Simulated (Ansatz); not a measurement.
# Si2Mo (I4/mmm) in Ansatz: settings compared, part 2 of 2

Ansatz 0.2.0. The steps go on from the part before.

### 5 Ladder of functionals, PBE+D3(BJ)

input.yaml reads:

```yaml
crystal:
  lattice:
    - [-1.6, 1.6, 3.9305]
    - [1.6, -1.6, 3.9305]
    - [1.6, 1.6, -3.9305]
  atoms:
    - { symbol: Mo, position: [0.0, 0.0, 0.0] }
    - { symbol: Si, position: [0.667, 0.667, 0.0] }
    - { symbol: Si, position: [0.333, 0.333, 0.0] }
hamiltonian:
  xc: pbe
  pseudopotentials: { kind: nc }
  dispersion: d3bj
kpoints:
  mp_grid: { grid: [12, 12, 12] }
scf:
  occupations: { method: methfessel_paxton, width: 0.1 }
output:
  forces: true
  stress: true
  eigenvalues: true
  xc_energy_on_converged_density: [lda, pbesol, rpbe, revpbe, blyp, r2scan]
  write_density: true
  write_potential: true
  elf: true
  volumetric_format: npy
```

Potentials or basis: Ansatz NC.

On the command line:

```bash
$ ansatz run input.yaml --threads 2 --pin off --max-ram 5120MiB --backend cpu --events-out ev --progress --plain --runs-dir out
```

The program printed:

```text
Warning: its header states that it serves every functional but a meta-GGA or a hybrid on one (`serves`), and output.xc_energy_on_converged_density lists r2scan: such an energy is of a file that was made and tested for others. Choose a file that serves it under hamiltonian.pseudopotentials (kind, source, accuracy or azcp)
Warning: its header states that it serves every functional but a meta-GGA or a hybrid on one (`serves`), and output.xc_energy_on_converged_density lists r2scan: such an energy is of a file that was made and tested for others. Choose a file that serves it under hamiltonian.pseudopotentials (kind, source, accuracy or azcp)
Warning: RAYON_NUM_THREADS=2 ignored (pool sized by the plan → 2); use --threads N
Engine: ansatz 0.2.0, x86_64-unknown-linux-gnu
Pseudopotentials: kind: nc
Pseudopotential: Mo, nc, valence charge 14, recommended cutoff 1088.45545 eV (normal), Mo.nc.azcp
Pseudopotential: Si, nc, valence charge 4, recommended cutoff 489.804952 eV (normal), Si.nc.azcp
Functional definition: PBE
  parameter kappa = 0.804
  parameter beta = 0.06672455060314922
  exchange = pbe_x(kappa = kappa, mu = beta*pi^2/3)
  correlation = pbe_c(beta = beta)
Crystal: 3 atoms, lattice volume = 40.248 Å³
Basis set: ecut = 1088.45545 eV, 3301 PW (Γ), exchange–correlation on 100×100×100 points (8 copies of the dense FFT grid, shifted against one another)
Bands: 15, of which v1, the nominal top of the filled ones, is band 11 counted from 1 (10 counted from 0)
Symmetry: 16 space group operations
Space group: I4/mmm (ITA 139), of the structure as read, at distance tolerance 3.4e-5 Å
k-points: 163 of 1728
Non-local potential: Mo, projectors of the file, l = 0: 2, l = 1: 2, l = 2: 2, l = 3: 1
Non-local potential: Si, projectors of the file, l = 0: 2, l = 1: 2, l = 2: 2
Initial density: superposition of atomic densities (chi_scale 0.1, normalization cell, long waves kept (reshape's long-wave potential 0.00 eV rms))
[... 27 lines left out ...]
  E_band       = -44.111850
  E_kinetic    = 699.081584
  E_local      = -1448.057219  (includes V_loc(G=0)·N_el)
  E_nonlocal   = 274.426078
  E_hartree    = 408.160339
  E_xc         = -369.658974
  E_vxc        = -385.878578  (∫ρ·V_xc dr)
  E_ewald      = -1707.522119
  E_disp       = -1.728918  (pairwise vdW)
  E_smearing   = 0.000074  (= −TS)
  E_closure    = -0.000000  (closes the sum)
  Σ components = -2145.299155   (vs F -2145.299155, Δ=0.00e0)
--- Forces (eV/Å), atoms counted from 1 ---
  atom   1  Mo     0.00000000    -0.00000000    -0.00000000
  atom   2  Si    -0.00000000    -0.00000000    -0.27704621
  atom   3  Si     0.00000000     0.00000000     0.27704621
  max |Σ_I F_I| component: 5.55e-17 eV/Å
--- Stress (GPa, compression-positive) ---
       -4.438644       0.000000       0.000000
        0.000000      -4.438644       0.000000
        0.000000       0.000000      -5.658968
  P = ⅓ Tr σ = -4.8454 GPa (-48.454 kbar)
--- E_xc of listed functionals on the converged density (eV per cell; not total energies) ---
  on the closing iteration's output density plus the core of the run's pseudopotentials (for a meta-GGA, its output tau too, plus the cores' where a run under it adds that), as the run's own E_xc is; on PAW an entry holds the one-centre parts besides; self-consistent for pbe alone
  E_xc = -367.264972  lda
  E_xc = -367.416424  pbesol
  E_xc = -370.050898  rpbe
  E_xc = -369.938072  revpbe
  E_xc = -362.194847  blyp
  E_xc = -380.244214  r2scan
--- Band table (eV; the first three rows and the last of 163) ---
  k-point 0: bands = ["-44.6296", "-18.7923", "-18.6923", "-18.6923", "2.6339", "9.7555", "12.6275", "13.0767", "13.4384", "13.4384", "16.5095", "19.1743", "19.2111", "19.7338", "19.7338"]
  k-point 1: bands = ["-44.6271", "-18.7889", "-18.7093", "-18.7069", "2.8481", "9.9460", "11.9844", "12.9119", "13.1396", "14.1315", "15.7545", "18.6149", "19.4876", "19.5621", "19.8231"]
  k-point 2: bands = ["-44.6204", "-18.7797", "-18.7537", "-18.7464", "3.4696", "10.4094", "11.2876", "11.8529", "13.3410", "14.3045", "14.6638", "18.3257", "19.4843", "19.7749", "19.9513"]
  k-point 162: bands = ["-44.6290", "-18.8166", "-18.6940", "-18.6940", "4.4536", "6.0970", "12.5962", "13.8129", "15.5109", "15.5109", "15.5685", "15.5685", "16.6439", "20.7137", "21.2494"]
```

rho_z.tsv:

```text
# z_ang	rho[e/angstrom^3]
# format = ansatz-planar-average/11
# lattice	-1.600000000	1.600000000	3.930500000
# lattice	1.600000000	-1.600000000	3.930500000
# lattice	1.600000000	1.600000000	-3.930500000
# sites	3
# site	42	0.000000000	0.000000000	0.000000000
# site	14	0.000000000	0.000000000	5.243287000
# site	14	0.000000000	0.000000000	2.617713000
0.000000	8.058449e-1
0.090706	8.055769e-1
0.181411	8.046652e-1
0.272117	8.026913e-1
0.362823	7.987277e-1
0.453529	7.912491e-1
0.544234	7.783346e-1
0.634940	7.581835e-1
0.725646	7.297628e-1
0.816352	6.932961e-1
0.907057	6.503582e-1
0.997763	6.035296e-1
1.088469	5.557699e-1
1.179175	5.097715e-1
1.269880	4.675177e-1
1.360586	4.301353e-1
1.451292	3.979966e-1
1.541998	3.709499e-1
1.632703	3.485648e-1
1.723409	3.303202e-1
1.814115	3.157166e-1
1.904821	3.043269e-1
1.995526	2.958098e-1
2.086232	2.899069e-1
2.176938	2.864368e-1
2.267644	2.852921e-1
2.358349	2.864368e-1
2.449055	2.899069e-1
2.539761	2.958098e-1
2.630467	3.043269e-1
2.721172	3.157166e-1
2.811878	3.303202e-1
2.902584	3.485648e-1
2.993290	3.709499e-1
3.083995	3.979966e-1
3.174701	4.301353e-1
3.265407	4.675177e-1
3.356113	5.097715e-1
3.446818	5.557699e-1
3.537524	6.035296e-1
3.628230	6.503582e-1
3.718936	6.932961e-1
3.809641	7.297628e-1
3.900347	7.581835e-1
3.991053	7.783346e-1
4.081759	7.912491e-1
4.172464	7.987277e-1
4.263170	8.026913e-1
4.353876	8.046652e-1
4.444581	8.055769e-1
```

v_z.tsv:

```text
# z_ang	v_es[eV]	v_tot[eV]
# format = ansatz-planar-average/11
# xc	pbe
# density_cutoff_ev	4353.8218
# datasets	Mo=:simpson_from_first_knot	Si=:simpson_from_first_knot
# lattice	-1.600000000	1.600000000	3.930500000
# lattice	1.600000000	-1.600000000	3.930500000
# lattice	1.600000000	1.600000000	-3.930500000
# sites	3
# site	42	0.000000000	0.000000000	0.000000000
# site	14	0.000000000	0.000000000	5.243287000
# site	14	0.000000000	0.000000000	2.617713000
0.000000	-1.536440e1	-2.974340e1
0.090706	-1.519184e1	-2.955221e1
0.181411	-1.466618e1	-2.897118e1
0.272117	-1.376983e1	-2.798433e1
0.362823	-1.249291e1	-2.658479e1
0.453529	-1.085155e1	-2.479251e1
[... 42 lines left out ...]
4.353876	-1.466618e1	-2.897118e1
4.444581	-1.519184e1	-2.955221e1
```

Wall time 7.1 s (2 threads of Intel Xeon 6975P-C (Granite Rapids), shared host); peak memory 0.63 GiB.

What came out:

```
Free energy            : -2145.2992 eV
Pressure               : -4.8 GPa
Largest force          : 0.277 eV/Å
Band gap on the k mesh : none (metal or under the smearing width)
```

Forces on the atoms (eV/Å):
```
Mo   0.000  0.000  0.000
Si   0.000  0.000 -0.277
Si   0.000  0.000  0.277
```

Stress tensor (GPa, compression positive):
```
-4.44  0.00  0.00
 0.00 -4.44  0.00
 0.00  0.00 -5.66
```

Caveat: pairwise dispersion overbinds metals, which lowers pressure and volume.

### 6 Summary

```tsv
task	level	potentials or basis	spin	cell	k mesh	smearing	atoms under strain	other keys	gap on the mesh (eV)	pressure (GPa)	largest force (eV/Å)
projected density of states	revPBE	PseudoDojo standard (PBE files)	SOC, no magnetisation	atoms moved at random, drawn with an rms of 0.05 Å	7 × 7 × 9	gaussian 0.05 eV	-	scf.initial_density.chi_scale = 0	none	3.9	0.80
elastic constants	exchange-only PBE	PseudoDojo standard (PBE files)	SOC, no magnetisation	volume scaled by 1.15	9 × 9 × 9	methfessel-paxton 0.1 eV	clamped	kpoints.mp_grid.grid = 9 × 9 × 9	none	-1.5	0.48
ladder of functionals	PBE+D3(BJ)	Ansatz NC	off	as given	12 × 12 × 12	fixed	-	-	none	-4.8	0.39
ladder of functionals	PBE+D3(BJ)	Ansatz NC	off	as given	12 × 12 × 12	methfessel-paxton 0.1 eV	-	-	none	-4.8	0.28
```

Alike in all rows: cutoff (eV) 1088.

Caveats: the potentials were made for another functional, which shifts forces and pressure (some runs); pairwise dispersion overbinds metals, which lowers pressure and volume (some runs); elastic constants of metals need much finer meshes, so these are rough (some runs).

Absolute energies hang on the potentials; compare differences alone.
